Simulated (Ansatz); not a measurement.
**Strain and the gap of CdS (wurtzite)**

CdS (wurtzite), relaxed with r2SCAN in Ansatz 0.2.0. The symmetry is P6_3mc (No. 186, hexagonal); a = 4.165 Å, c = 6.766 Å in the conventional setting, 25.41 Å³ an atom. Around Cd lie 4 S at 2.54–2.55 Å; around S lie 4 Cd at 2.54–2.55 Å.

The axes x, y and z are those of this cell:
```
CELL_PARAMETERS angstrom
4.16460 0.00000 0.00000
-2.08230 3.60665 0.00000
0.00000 0.00000 6.76601
ATOMIC_POSITIONS crystal
Cd 0.33333 0.66667 0.99904
Cd 0.66667 0.33333 0.49904
S 0.33333 0.66667 0.37596
S 0.66667 0.33333 0.87596
```

Unstrained: With PBE the gap is 1.173 eV and direct, at Γ. The r2SCAN gap is direct at Γ: 1.632 eV. With HSE06 the gap is 2.190 eV and direct, at Γ. Meshes: PBE 12×12×4, r2SCAN 12×12×4, HSE06 6×6×4. Strains are changes of length per length. After each strain the atoms were relaxed again with r2SCAN within the symmetry that the strain leaves, so tilts or polar shifts that break it weren't tested; points keep the names that they have in the unstrained zone. Calculated for a static, non-magnetic cell.

Changes of the least gap in eV (an overlap counts as a negative gap):

| strain | volume change (%) | space group | PBE | r2SCAN | HSE06 | energy rise, r2SCAN (meV/atom) |
| --- | --- | --- | --- | --- | --- | --- |
| epitaxial -5.0 % in the xy plane, free normal strain +4.68 % | -5.5 | P6_3mc | -0.198 | -0.209 | -0.204 | 38.2 |
| isotropic +5.0 % on every length | +15.8 | P6_3mc | – | – | -0.408 | – |
| epitaxial +3.0 % in the xy plane, free normal strain -2.96 % | +3.0 | P6_3mc | -0.112 | -0.112 | -0.124 | 12.9 |
| uniaxial +0.5 % along z | +0.5 | P6_3mc | -0.021 | -0.022 | -0.022 | 0.2 |

Epitaxial -5.0 % in the xy plane, free normal strain +4.68 %. HSE06: the gap goes from 2.190 to 1.986 eV (-0.204 eV). Stress change with r2SCAN, compression positive: xx +4.95, yy +4.95, zz +0.02 GPa.

Isotropic +5.0 % on every length. HSE06: the gap goes from 2.190 to 1.782 eV (-0.408 eV); with HSE06 the top three valence levels at Γ, grouped 2+1 from the top over 36 meV, become 2+1 over 17 meV. For HSE06, dE_g/d ln V = -2.8 eV over this step.

Epitaxial +3.0 % in the xy plane, free normal strain -2.96 %. HSE06: the gap goes from 2.190 to 2.066 eV (-0.124 eV); with r2SCAN the top three valence levels at Γ, grouped 2+1 from the top over 38 meV, become 1+2 over 109 meV. Stress change with r2SCAN, compression positive: xx -2.63, yy -2.63, zz 0.00 GPa.

Uniaxial +0.5 % along z, other directions held. HSE06: the gap goes from 2.190 to 2.168 eV (-0.022 eV); with r2SCAN the top three valence levels at Γ, grouped 2+1 from the top over 38 meV, become 2+1 over 54 meV. Stress change with r2SCAN, compression positive: xx -0.22, yy -0.22, zz -0.47 GPa.

Spin-orbit coupling is left out.

The meshes of the hybrids are coarse, so their gaps aren't converged to the digits shown.

The splittings at Γ are without spin-orbit coupling, which regroups them where it is of like size or larger.
